# One tantalum nitride cell, several functionals: what the pressure tells you

Take a crystal cell from one density functional, put it unchanged into another, and the second calculation may report a pressure of many gigapascals. Nothing has been squeezed. The two functionals merely prefer different distances between the atoms. The cell below, rocksalt tantalum nitride, shows how large such a pressure can be, and one of its values can be estimated before it is seen: the one for RPBE, a close relative of PBE.

Kohn-Sham DFT of non-magnetic rocksalt TaN (Fm-3m, 2 atoms, 10.81 Å³/atom) in one fixed cell, with the functional and program named in each row. The basis column gives the plane-wave cutoff. Pressures are for the static lattice, positive in compression; those from Ansatz leave out the Pulay correction.

```csv
method,rung,program,potentials,basis,spin orbit,k mesh,smearing,pressure (GPa)
LDA,LDA,GPAW,GPAW PAW data sets (gpaw data 1.2.1),800 eV,no,10x10x10 2-atom cell,gaussian 0.05eV,-18.980
LDA,LDA,Ansatz,Ansatz PAW,420 eV,no,10x10x10 2-atom cell,gaussian 0.05eV,-17.810
PBE,GGA,GPAW,GPAW PAW data sets (gpaw data 1.2.1),800 eV,no,10x10x10 2-atom cell,gaussian 0.024eV,-1.580
PBE,GGA,Ansatz,Ansatz PAW,420 eV,no,10x10x10 2-atom cell,gaussian 0.028eV,-1.850
PBE,GGA,DFTK,dojo.nc.sr.pbe.v0_4_1.standard,1143 eV,no,10x10x10 2-atom cell,Fermi Dirac 0.05eV,-1.620
RPBE,GGA,GPAW,GPAW PAW data sets (gpaw data 1.2.1),800 eV,no,10x10x10 2-atom cell,gaussian 0.02eV,?
r2SCAN,meta-GGA,ABINIT,JTH PAW PBE v2.0,816 eV,no,8x8x8 2-atom cell,Fermi Dirac 0.05eV,-3.320
HSE06,hybrid,Ansatz,Ansatz PAW,420 eV,yes,4x4x4 2-atom cell,Fermi Dirac 0.05eV,-9.030
PBE0,hybrid,Ansatz,Ansatz PAW,420 eV,yes,4x4x4 2-atom cell,Fermi Dirac 0.05eV,-8.980
```

## Reading the pressure

The pressure is positive when the functional finds the cell too small and negative when it finds it too large. A coil spring clamped between two fixed walls behaves in the same way. Replace it by a spring with a longer rest length, and it pushes harder on the walls although they haven't moved. The picture gives the sign and the rough size of the effect, but a crystal softens as it is stretched, and its stiffness also depends somewhat on the functional.

For small misfits the pressure translates into a length through

$$\Delta P \approx 3B\,\frac{\Delta a}{a},$$

where $\Delta P$ is the change in pressure, $B$ the bulk modulus (the resistance to a change of volume), $a$ the preferred lattice length and $\Delta a$ its change from one functional to the next. The factor 3 appears because the volume grows in three directions at once. I take $B$ as roughly 340 GPa, a recalled value for this stiff nitride. One per cent of lattice length is then worth about 10 GPa.

On this scale PBE is almost content with the cell, which is only about 0.2 % too long for it. LDA finds the same cell nearly 2 % too long. This fits the tendency of LDA to prefer shorter bonds than PBE, expressed as a pressure.

## Is the difference real or a matter of programs?

LDA and PBE can each be compared between GPAW and Ansatz. Going from LDA to PBE raises the pressure by 17.4 GPa in the first program and by 16.0 GPa in the second. The two programs disagree by 1.2 GPa for LDA and by 0.3 GPa for PBE. The effect of the functional is thus many times the scatter. The Ansatz values leave out a correction for the finite basis (the Pulay correction), which would raise its LDA pressure by 0.6 GPa and widen the gap to GPAW somewhat. The smearing width also differs between the LDA and PBE runs, but in GPAW it shifts the energy of the cell by less than 0.001 eV, far too little to shape a step of this size.

The scatter can't be removed by a constant correction. In the table, GPAW gives the lower pressure for LDA but the higher one for PBE. An estimate for RPBE in GPAW should therefore start from PBE in GPAW, at −1.58 GPa, and not from an average over programs.

## Why a gradient functional prefers a larger cell

Exchange energy is negative, so more of it lowers the total energy. LDA computes it at each point from the local density alone. PBE and RPBE multiply that energy by a factor $F(s)$, which grows with the reduced gradient $s$. This number measures how fast the density changes in space, compared with the typical distance between electrons at that point.

Now pull the atoms apart. Where their outer densities overlap, the slopes of the two tails partly cancel, and the sum is denser than either tail alone. Both effects keep $s$ small. As the atoms move apart, the cancellation weakens and the density thins, so $s$ goes up. The larger $F$ then gives each electron there more exchange energy beyond the LDA value, and stretching is rewarded in a way that LDA doesn't know. The preferred cell becomes larger, and in a cell of fixed size the pressure rises.

What counts is therefore how steeply $F$ rises with $s$. PBE and RPBE share the same formula for correlation, and their $F$ is almost the same at small $s$. At moderate $s$ the factor of PBE flattens sooner, whereas that of RPBE keeps rising for longer. By this argument RPBE should reward stretching more than PBE does. The argument gives a direction, not a map: a pressure belongs to the whole cell and doesn't show how much comes from the space between the atoms and how much from the edge of their inner shells, where gradients may count too.

## The estimate, worked in full

The first route scales a known step. From the formulas of the two functionals, the slope of $F$ in RPBE divided by the slope in PBE is

$$R=(1+x)^2e^{-x},\qquad x=\frac{\mu s^2}{\kappa},$$

where $\mu=0.2195$ and $\kappa=0.804$ are constants that both functionals share. I take $s=1$ as typical of the region between the atoms; this choice is a guess. It gives $x=0.273$ and $R=1.23$, so the exchange factor of RPBE is 23 % steeper.

If the step from LDA to PBE comes from this slope, RPBE should add about 23 % of it once more:

$$P_{\mathrm{RPBE}}\approx -1.58+0.233\times17.4\approx +2.5\ \mathrm{GPa}.$$

For a given $s$, this route should err on the low side. The gradient part of the correlation energy works against that of exchange, so the exchange part of the LDA-to-PBE step must be larger than the net step used here.

The second route uses experience with other solids. RPBE typically lengthens the lattice of a stiff solid by a further 0.5 % or so beyond PBE, again a rough recalled value. The spring relation then gives

$$P_{\mathrm{RPBE}}\approx -1.58+3\times340\times0.005\approx +3.5\ \mathrm{GPa}.$$

The forecast is the mean of the two routes: **+3.0 GPa, with a range from +0.5 to +5.5 GPa**. The width is roughly what the first route gives when $s$ runs from 0.7 to 1.5. In words, RPBE should lie above PBE, the pressure should turn positive, and the step should be well below that from LDA to PBE. If instead all functionals of the gradient type behaved alike, RPBE would repeat PBE at about −1.6 GPa.

## The computed value

The withheld rows as computed:

```csv
method,rung,program,potentials,basis,spin orbit,k mesh,smearing,pressure (GPa)
RPBE,GGA,GPAW,GPAW PAW data sets (gpaw data 1.2.1),800 eV,no,10x10x10 2-atom cell,gaussian 0.02eV,3.960
```

RPBE gives +3.96 GPa. The value lies within the range, and the three statements in words hold: it is above PBE, it is positive, and the step of 5.5 GPa is about a third of that from LDA to PBE. The idea that RPBE would repeat PBE misses by that whole step.

The forecast is too low by 1.0 GPa, about a sixth of the computed step from PBE to RPBE. The programs differ by nearly as much: in Ansatz, on the same cell and mesh and again without the Pulay correction, the step from PBE to RPBE is 4.7 GPa instead of 5.5 GPa. The first route falls short by 1.5 GPa, in the direction that the neglected correlation term leads one to expect. A somewhat larger typical $s$ would close the gap just as well, and a single value can't decide between the two.

The second route comes within 0.5 GPa. Read backwards, the spring relation turns the computed step into a lattice expansion of about 0.5 %, close to what was assumed. This agreement supports the estimate for this one nitride, but it doesn't test the picture of gradients and overlap, which the second route never used.

## The name of the rung is a poor guide

Functionals are often sorted into rungs: LDA at the bottom, then gradient functionals (GGA), then meta-GGAs and hybrids. The pressure doesn't follow this order. It rises from LDA to the two gradient functionals, then falls back for r2SCAN and further for the hybrids. Two functionals on the same rung, PBE and RPBE, differ by 5.5 GPa, more than PBE and r2SCAN do.

A higher rung adds ingredients to the energy formula. It doesn't push the preferred lattice length in one fixed direction. "Relaxed with a GGA" is therefore too vague a label for a cell in which stress matters; the functional itself has to be named.

The upper rungs also call for more caution than the step from PBE to RPBE. r2SCAN lies 1.6 GPa below the mean of the PBE runs, which is not far above the 1.2 GPa by which the programs differ for LDA. It was also run in another program, on a coarser mesh and with atomic potentials made for PBE. It would be rash to read a firm preference of r2SCAN for a shorter lattice into this number.

The hybrids lie about 7 GPa below PBE in the same program. The direction agrees with the shorter bonds that hybrids usually give. However, these two runs include spin-orbit coupling and use a 4×4×4 mesh, which is coarse for a metal. Their smearing differs too. The shift mixes all these changes, and its size shouldn't be credited to exact exchange alone.

## The same test on a softer crystal

Table salt, which isn't in the table and is described here from rough recalled values, has the same arrangement of atoms but is more than ten times softer. There, going from LDA to PBE lengthens the lattice by a larger fraction than in tantalum nitride, yet the change shows up as a much smaller pressure. The spring relation shows how the two fit together: a weak spring may differ a lot in rest length and still push only gently on the walls.

Pressures should thus not be compared between a hard nitride and a soft salt as if they measured the same misfit. Divide by three times the bulk modulus first. What remains is a relative misfit in length, and that can be compared.

## What to do about it

- **Relax the cell with the functional you intend to use.** The nitride cell here nearly suits PBE, yet it carries a tension of nearly 20 GPa under LDA. Elastic constants, defect energies and vibrations computed in that state belong to a strongly stretched crystal.
- **Don't mistake this pressure for the stress in a real film.** Film stress comes from growth, the substrate and cooling. The pressure here records a disagreement between a functional and a chosen cell, with the atoms held still.
- **Take differences within one program.** Between programs, LDA pressures of this cell disagree by about 1 GPa. A change of that size after switching both program and functional can't be assigned to the functional.
- **Change one thing at a time before you judge a hybrid.** Repeat PBE on the coarse mesh with the smearing of the hybrid run, once with spin-orbit coupling and once without it. The shift that then remains between the hybrid and PBE with spin-orbit coupling comes from exchange, apart from mesh errors that don't cancel between the two functionals.
- **Estimate before you compute.** Three times the bulk modulus times the expected relative change in length gives the pressure to expect. A result far outside that estimate is a reason to check the mesh, the cutoff and the potentials before looking for new physics.
